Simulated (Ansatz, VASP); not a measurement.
## Two plane-wave programs on Ge

```xyz
1
Lattice="-1.6914 1.6914 1.6914 1.6914 -1.6914 1.6914 1.6914 1.6914 -1.6914" Properties=species:S:1:pos:R:3 pbc="T T T"
Ge    0.0000    0.0000    0.0000
```

Change from the starting cell: volume scaled by 1, norm-conserving files.

Alike in both runs: task single point; functional PBE; k mesh 16 × 16 × 16; occupations fermi-dirac, width 0.08 eV; no spin polarisation.

```csv
,VASP,Ansatz
version,VASP 6.6.1,Ansatz 0.2.0
potentials or method,"VASP PAW PBE potentials, release 64 (Ge_d)","norm-conserving pseudopotentials, scalar-relativistic"
plane-wave cutoff (eV),520,1061
valence electrons in the cell,14,14
```

```tsv
	VASP	Ansatz	Ansatz less VASP
pressure (GPa)	0.0	0.0	-0.05
```

With one functional, cell and mesh, what is left measures potentials, basis and numerics.
